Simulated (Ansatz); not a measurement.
Working through a convergence test of the k-point mesh of C, space group P6_3mc

Program: the Python package of Ansatz (0.2.0).

Input file `c.extxyz`:
```text
4
Lattice="2.47 0.0 0.0 -1.235 2.13908275 0.0 0.0 0.0 6.79" Properties=species:S:1:pos:R:3 pbc="T T T"
C     0.00000000    0.00000000    0.00000000
C     0.00000000    0.00000000    3.39500000
C    -0.00000000    1.42605516    0.03395000
C     1.23500000    0.71302758    3.42895000
```

The cells in order, each with its output:

**Cell 1**
```python
from dataclasses import dataclass

import ansatz as az
from tabulate import tabulate
```

**Cell 2**
```python
@dataclass
class Options:
    tolerance: float = 1e-10
    cutoff: int = 470
    filling: str = 'fermi_dirac'
    width_ev: float = 0.05
```

**Cell 3**
```python
opts = Options()
```

**Cell 4**
```python
xtal = az.Crystal.from_extxyz('c.extxyz')

xtal.resolved().sites[-1]
```
Output:
```text
Site(symbol='C', position=(0.6666666658875166, 0.333333331775033, 0.505), moment=None, axis=None, held=None, saved=None)
```

**Cell 5**
```python
job = (
    xtal.calculation()
    .scf(tolerance=opts.tolerance)
    .basis(opts.cutoff)
    .functional(az.Functional.PBESOL)
    .occupations(opts.filling, width=opts.width_ev)
    .pseudopotentials('paw')
    .forces()
    .stress()
)

rows = []
for value in [1.0, 0.6, 0.4, 0.3]:
    data = job.kpoints(spacing=value).run().report
    rows.append((value, data['free_energy_ev'] / len(data['lattice']['sites']), data['n_iterations'], sum(data['stress_gpa'][i][i] for i in range(3)) / 3, max(abs(f) for row in data['forces_ev_ang'] for f in row), data['n_kpoints']))

print(tabulate(rows, headers=['spacing (1/A)', 'F/atom (eV)', 'iterations', 'P (GPa)', 'max component (eV/A)', 'k-points'], floatfmt='.4f', tablefmt='github'))
```
Output:
```text
|   spacing (1/A) |   F/atom (eV) |   iterations |   P (GPa) |   max component (eV/A) |   k-points |
|-----------------|---------------|--------------|-----------|------------------------|------------|
|          1.0000 |     -246.4409 |            7 |   -1.2026 |                 0.5701 |          3 |
|          0.6000 |     -246.6758 |            7 |   -3.3492 |                 0.5736 |         10 |
|          0.4000 |     -246.6861 |            7 |   -3.4709 |                 0.5720 |         20 |
|          0.3000 |     -246.6870 |            7 |   -3.4601 |                 0.5725 |         42 |
```

**Cell 6**
```python
for row in rows[:-1]:
    shift = 1000 * (row[1] - rows[-1][1])
    print(f'{row[0]}: {shift:+.2f} meV/atom' + ('  (within 2 meV)' if abs(shift) < 2 else ''))
```
Output:
```text
1.0: +246.05 meV/atom
0.6: +11.17 meV/atom
0.4: +0.94 meV/atom  (within 2 meV)
```

From a spacing of 0.4 (8×8×3) on it stays within 2 meV an atom of the value at a spacing of 0.3 (10×10×4); the first row (a spacing of 1.0 (3×3×1)) is off by 246.0 meV and the last but one by 0.94 meV. That rests on few rows after larger swings, so the series isn't shown to be converged. The pressure moves from -1.20 to -3.46 GPa.

Caveats:
- Of the deposited cell: the entry's cell lengths or inner coordinates differ somewhat from later room-temperature determinations.
- Pressure is positive in compression.
- Shifts are counted from the finest mesh, which is itself no proven limit.
- Finished in 7.7 s on 1 thread of Arm Neoverse N1 (shared host), peak memory 0.36 GiB.
